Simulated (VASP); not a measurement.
The system is WC (Qusongite).

```
W C
1.0
     2.90650    0.00000    0.00000
    -1.45325    2.51710    0.00000
     0.00000    0.00000    2.83660
W C
1 1
Direct
  0.00000 0.00000 0.00000
  0.66667 0.33333 0.50000
```

| Item | Value |
| --- | --- |
| Program | VASP 6.6.1 |
| Task | relaxation of cell and atoms |
| Functional | revPBE |
| Potentials or basis | VASP PAW PBE potentials, release 64 (W_sv, C) |
| Cutoff | 600 eV |
| k mesh | 10 × 10 × 9 |
| Occupations | fermi-dirac, width 0.05 eV |
| Spin | no spin polarisation |

At the start: pressure 9.8 GPa; volume 10.38 Å³/atom.

Question: How do energy, volume and symmetry change on relaxing?

Answer: Over 6 steps the energy falls by 7.8 meV/atom and the volume is 10.64 Å³/atom (+2.5 %); space group P-6m2 (No. 187, to 0.05 Å).

Step by step:
```csv
step,energy change (eV),largest force (eV/Å),pressure (GPa),volume (Å³)
1,0.0000,0.0000,9.80,20.75
2,0.0881,0.0000,-21.59,22.72
3,-0.0154,0.0000,-0.24,21.28
4,-0.0154,0.0000,-0.01,21.27
5,-0.0155,0.0000,0.01,21.28
6,-0.0156,0.0000,0.00,21.27
```

Final structure:
```
W C
1.0
     2.93299    0.00000    0.00000
    -1.46650    2.54005    0.00000
     0.00000    0.00000    2.85558
W C
1 1
Direct
  0.00000 0.00000 0.00000
  0.66667 0.33333 0.50000
```

Caveat: the PAW data sets were made with another functional, which shifts forces and pressure a little.
